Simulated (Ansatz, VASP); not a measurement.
# PbS in VASP and in Ansatz

```
Pb S
1.0
     0.00000    2.96500    2.96500
     2.96500    0.00000    2.96500
     2.96500    2.96500    0.00000
Pb S
1 1
Direct
  0.00000 0.00000 0.00000
  0.53162 0.53162 0.46838
```

Change from the starting cell: all S atoms moved +0.188 Å, as atom 2 along Cartesian [0 0 1].

Alike in both runs: task single point; functional LDA; k mesh 10 × 10 × 10; occupations gaussian, width 0.03 eV; no spin polarisation.

|  | VASP | Ansatz |
| --- | --- | --- |
| version | VASP 6.6.1 | Ansatz 0.2.0 |
| potentials or method | VASP PAW LDA potentials, release 64 (Pb_d, S) | scalar-relativistic, plane waves, PAW |
| plane-wave cutoff (eV) | 520 | 420 |
| valence electrons in the cell | 20 | 20 |

|  | VASP | Ansatz | Ansatz less VASP |
| --- | --- | --- | --- |
| gap on the k mesh at the Fermi level (eV) | 0.60 | 0.61 | +0.010 |
| least direct gap on the mesh (eV) | 0.60 | 0.61 | +0.010 |
| pressure (GPa) | -2.0 | -2.0 | -0.05 |
| largest component of the traceless stress (GPa) | 0.93 | 0.92 | -0.004 |
| rms of the force components (eV/Å) | 0.072 | 0.068 | -0.0034 |

Atom by atom the forces differ by 0.003 eV/Å (rms over components).

Caveats: spin-orbit coupling is left out, which as a rule narrows the gap of such compounds by several tenths of an eV. A k mesh can miss the band edges.
